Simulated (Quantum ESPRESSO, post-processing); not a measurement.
# 2H-MoTe2, 1 layer, rectangular cell, stepped through strain along the first axis, part 2 of 2

Wanted: a table for 2H-MoTe2, 1 layer, rectangular cell against strain along the first axis, and what can be fitted to it.

Quantum ESPRESSO 7.5; plane-wave DFT, PBE, GBRV ultrasoft pseudopotentials.

So far. Step 9 (Relaxing the ions, 3 %): The relaxation lowers the energy by 2 meV an atom.

**10. SCF with pw.x, 3 %**

File m7.scf.in:

```
&control
  prefix = 'm7.scf'
  outdir = './out'
  pseudo_dir = './pseudo'
  calculation = 'scf'
  tprnfor = .true.
/
&system
  ibrav = 0
  nat = 6
  ntyp = 2
  ecutwfc = 40
  ecutrho = 200
  occupations = 'smearing'
  smearing = 'fd'
  degauss = 0.002
  nbnd = 30
/
&electrons
  conv_thr = 1e-09
  mixing_beta = 0.4
  electron_maxstep = 120
  mixing_mode = 'plain'
/
ATOMIC_SPECIES
  Te  127.6000  te_pbe_v1.uspp.F.UPF
  Mo  95.9500  mo_pbe_v1.uspp.F.UPF
CELL_PARAMETERS angstrom
  3.67342895331000 0.00000000000000 0.00000000000000
  0.00000000000000 6.17743994600000 0.00000000000000
  0.00000000000000 0.00000000000000 18.77410263100000
ATOMIC_POSITIONS crystal
  Te  0.999999999900 0.334156753600 0.404558705100
  Te  0.500000000000 0.834156759900 0.404558717400
  Mo  0.000000000000 -0.001646818900 0.500000000000
  Mo  0.500000000000 0.498353125100 0.500000000000
  Te  0.999999999900 0.334156753600 0.595441294900
  Te  0.500000000000 0.834156759900 0.595441282600
K_POINTS automatic
  8 6 1 0 0 0
```

The run is started by

```bash
$ OMP_NUM_THREADS=1 mpirun -n 4 pw.x -nk 2 -in m7.scf.in > m7.scf.out
```

The job ended after 54 s (4 MPI ranks of Arm Neoverse V2, shared host; peak memory 0.86 GiB; 3.6 min of CPU time).

Read from the output:

* free energy: -5235.1088 eV
* Fermi energy: 0.7782 eV
* valence top, on the run's zero: 0.2935 eV
* conduction bottom, on the run's zero: 1.260 eV
* gap by band count: 0.9661 eV

**11. Relaxation with pw.x, 4 %**

File m8.relax.in:

```
&control
  prefix = 'm8.relax'
  outdir = './out'
  pseudo_dir = './pseudo'
  nstep = 40
  forc_conv_thr = 0.0003
  calculation = 'relax'
  tstress = .true.
/
&system
  ibrav = 0
  nat = 6
  ntyp = 2
  ecutwfc = 50
  ecutrho = 250
  occupations = 'smearing'
  smearing = 'fd'
  degauss = 0.002
/
&electrons
  conv_thr = 1e-09
  mixing_beta = 0.4
  electron_maxstep = 120
  mixing_mode = 'plain'
/
&ions
/
ATOMIC_SPECIES
  Te  127.6000  te_pbe_v1.uspp.F.UPF
  Mo  95.9500  mo_pbe_v1.uspp.F.UPF
CELL_PARAMETERS angstrom
  3.70909331208000 0.00000000000000 0.00000000000000
  0.00000000000000 6.17743994600000 0.00000000000000
  0.00000000000000 0.00000000000000 18.77410263100000
ATOMIC_POSITIONS crystal
  Te  0.999999999900 0.333331799500 0.403502200200
  Te  0.500000000000 0.833331937800 0.403502216500
  Mo  0.000000000000 0.000002960500 0.500000000000
  Mo  0.500000000000 0.500002898100 0.500000000000
  Te  0.999999999900 0.333331799500 0.596497799800
  Te  0.500000000000 0.833331937800 0.596497783500
K_POINTS automatic
  8 6 1 0 0 0
```

The run is started by

```bash
$ OMP_NUM_THREADS=1 mpirun -n 4 pw.x -nk 2 -in m8.relax.in > m8.relax.out
```

Wall time 5.9 min (4 MPI ranks); peak memory 1.1 GiB; 23 min of CPU time.

Relaxation path:

| step | energy less that of the first step (eV) | largest force (eV/Å) |
| --- | --- | --- |
| 1 | 0.0000 | 0.3484 |
| 2 | -0.0106 | 0.2595 |
| 3 | -0.0182 | 0.1598 |
| 4 | -0.0223 | 0.0347 |
| 5 | -0.0224 | 0.0205 |
| 6 | -0.0224 | 0.0047 |

The atoms that moved most (Å):

| atom | dx | dy | dz | length |
| --- | --- | --- | --- | --- |
| Te2 | 0.000 | 0.007 | 0.026 | 0.027 |
| Te6 | 0.000 | 0.007 | -0.026 | 0.027 |
| Te5 | 0.000 | 0.007 | -0.026 | 0.027 |
| Te1 | 0.000 | 0.007 | 0.026 | 0.027 |
| Mo4 | 0.000 | -0.014 | 0.000 | 0.014 |
| Mo3 | 0.000 | -0.014 | 0.000 | 0.014 |

Final coordinates:

```xyz
6
Lattice="3.7091 0.0000 0.0000 0.0000 6.1774 0.0000 0.0000 0.0000 18.7741" Properties=species:S:1:pos:R:3
Te    3.7091    2.0659    7.6018
Te    1.8545    5.1546    7.6018
Mo    0.0000   -0.0135    9.3871
Mo    1.8545    3.0752    9.3871
Te    3.7091    2.0659   11.1723
Te    1.8545    5.1546   11.1723
```

The relaxation lowers the energy by 4 meV an atom.

Read from the output:

| Item | Value |
| --- | --- |
| free energy | -5235.1006 eV |
| Fermi energy | 0.6884 eV |

**12. SCF with pw.x, 4 %**

File m8.scf.in:

```
&control
  prefix = 'm8.scf'
  outdir = './out'
  pseudo_dir = './pseudo'
  calculation = 'scf'
  tprnfor = .true.
/
&system
  ibrav = 0
  nat = 6
  ntyp = 2
  ecutwfc = 40
  ecutrho = 200
  occupations = 'smearing'
  smearing = 'fd'
  degauss = 0.002
  nbnd = 30
/
&electrons
  conv_thr = 1e-09
  mixing_beta = 0.4
  electron_maxstep = 120
  mixing_mode = 'plain'
/
ATOMIC_SPECIES
  Te  127.6000  te_pbe_v1.uspp.F.UPF
  Mo  95.9500  mo_pbe_v1.uspp.F.UPF
CELL_PARAMETERS angstrom
  3.70909331208000 0.00000000000000 0.00000000000000
  0.00000000000000 6.17743994600000 0.00000000000000
  0.00000000000000 0.00000000000000 18.77410263100000
ATOMIC_POSITIONS crystal
  Te  0.999999999900 0.334424726200 0.404906557100
  Te  0.500000000000 0.834424852400 0.404906598300
  Mo  0.000000000000 -0.002182766500 0.500000000000
  Mo  0.500000000000 0.497816942500 0.500000000000
  Te  0.999999999900 0.334424726200 0.595093442900
  Te  0.500000000000 0.834424852400 0.595093401700
K_POINTS automatic
  8 6 1 0 0 0
```

The run is started by

```bash
$ OMP_NUM_THREADS=1 mpirun -n 4 pw.x -nk 2 -in m8.scf.in > m8.scf.out
```

The job ended after 62 s (4 MPI ranks; peak memory 0.52 GiB).

This step gave:

```
free energy                          : -5235.0750 eV
Fermi energy                         : 0.6886 eV
valence top, on the run's zero       : 0.2303 eV
conduction bottom, on the run's zero : 1.146 eV
gap by band count                    : 0.9159 eV
```

**13. The series side by side**

The series in one table, energies over the lowest:

| strain along the first axis | energy (eV) | gap along the path (eV) | upper vacuum level over the valence top of the mesh (eV) | lower vacuum level over that top (eV) |
| --- | --- | --- | --- | --- |
| -4 % | 0.1022 | 0.9593 | 4.628 | 4.628 |
| -3 % | 0.0559 | 1.112 | 4.78 | 4.78 |
| -2 % | 0.0243 | 1.134 | 4.837 | 4.837 |
| -1 % | 0.0061 | 1.094 | 4.856 | 4.856 |
| 0 % | 0.0000 | 1.053 | 4.874 | 4.874 |
| 1 % | 0.0053 | 1.014 | 4.892 | 4.892 |
| 2 % | 0.0210 | 0.9759 | 4.91 | 4.91 |
| 3 % | 0.0460 | 0.939 | 4.928 | 4.928 |
| 4 % | 0.0798 | 0.9038 | 4.946 | 4.946 |

**14. Worked from the printed numbers**

A parabola through the energies within ±2 % has E = 56.57 eV × ε² -0.073 eV × ε; for the curvature, over A = 22.031 Å² this is 56.57 × 2/22.031 × 16.02 = 82 N/m.

**15. Outcome**

| Property | Result |
| --- | --- |
| in-plane stiffness along the strain | 82 N/m |
| gap along the path, at -4 % and at 4 % | 0.96, 0.90 eV |
| upper vacuum level over the valence top of the mesh, at -4 % and at 4 % | 4.63, 4.95 eV |
| lower vacuum level over that top, at -4 % and at 4 % | 4.63, 4.95 eV |

The series holds 9 members; in-plane stiffness along the strain: 82 N/m (PBE, GBRV ultrasoft). The energy is lowest near zero strain. From -4 % to 4 % the gap along the path goes from 0.96 to 0.90 eV by way of 1.13 at -2 %. From -4 % to 4 % the upper vacuum level over the valence top of the mesh rises from 4.63 to 4.95 eV. From -4 % to 4 % the lower vacuum level over that top rises from 4.63 to 4.95 eV. Semilocal gaps are too small; the 1×1 cell can't ripple over many cells under compression as a free sheet would. No spin-orbit coupling.

[Logs are printed without paths, hosts, clocks, repeated set-up lines and the standing remarks that a program may print on its own settings, such as how far it seeks lower states.]

[Hosts, paths, dates, database ids (printed as entryN), source tags and the programs' standing remarks are cut or masked in the printed files.]

[Maps of the electrostatic potential energy from Ansatz leave out the sawtooth potential of an applied field or a dipole correction, so their vacuum need not be flat; planar profiles and work functions include it.]
